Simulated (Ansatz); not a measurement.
BN under changes of volume

One of the cells (8.249 Å³/atom); the others are scaled copies at fixed shape and fractional positions:

```
N B
1.0
     2.50804    0.00000    0.00000
    -1.24671    2.17623    0.00000
    -0.63067   -1.08812    3.02254
N B
1 1
Direct
  0.66851 0.33238 0.98500
  0.97964 0.98350 0.00181
```

The cell comes from a database or a generator and needn't be the stable form of this composition.

| Quantity | Value |
| --- | --- |
| Program | Ansatz 0.2.0 |
| Functional | LDA |
| Potentials or basis | all-electron LAPW, scalar-relativistic |
| Cutoff | 562 eV (chosen from the basis error) |
| Basis error allowed | 0.001 eV/atom |
| k mesh | 13 × 13 × 9 |
| Occupations | fermi-dirac, width 0.05 eV |
| Spin | no spin polarisation |

| volume (Å³/atom) | energy over the lowest point (meV/atom) | pressure (GPa) | gap on the mesh (eV) | largest force (eV/Å) |
| --- | --- | --- | --- | --- |
| 7.754 | 16.00 | 14.3 | 2.60 | 3.111 |
| 7.919 | 4.76 | 7.7 | 2.62 | 2.969 |
| 8.084 | 0.00 | 1.7 | 2.63 | 2.835 |
| 8.249 | 1.15 | -3.8 | 2.64 | 2.709 |
| 8.414 | ? | ? | ? | ? |
| 8.579 | 19.14 | -13.4 | 2.66 | 2.475 |
| 8.744 | 35.06 | -17.5 | 2.67 | 2.368 |

Problem. What does the run at 8.414 Å³/atom give?

Solution. Energy over the lowest point 7.69 meV/atom; pressure -8.8 GPa; gap on the mesh 2.65 eV; largest force 2.589 eV/Å.

Worked out: A Birch-Murnaghan fit of order 3 (a polynomial in V^(-2/3)) to the other rows has its minimum at 8.13 Å³/atom with B0 = V·E''(V) = 275 GPa and B' = 3.6 at fixed shape and positions, which overstates the stiffness. It gives 7.69 meV/atom at 8.414 Å³/atom, against the run's 7.69, and -dE/dV = -8.8 GPa, against -8.8. A straight line through the other rows of the gap, of slope 0.554 eV per unit of ln V, gives 2.65 eV, against the run's 2.65.

Energies are extrapolated to zero smearing.

Caveats: an odd mesh through Γ misses points on the zone boundary, where band edges often lie; forces of over 1 eV/Å show positions far from the minimum, so gaps and moduli don't describe the material at rest.
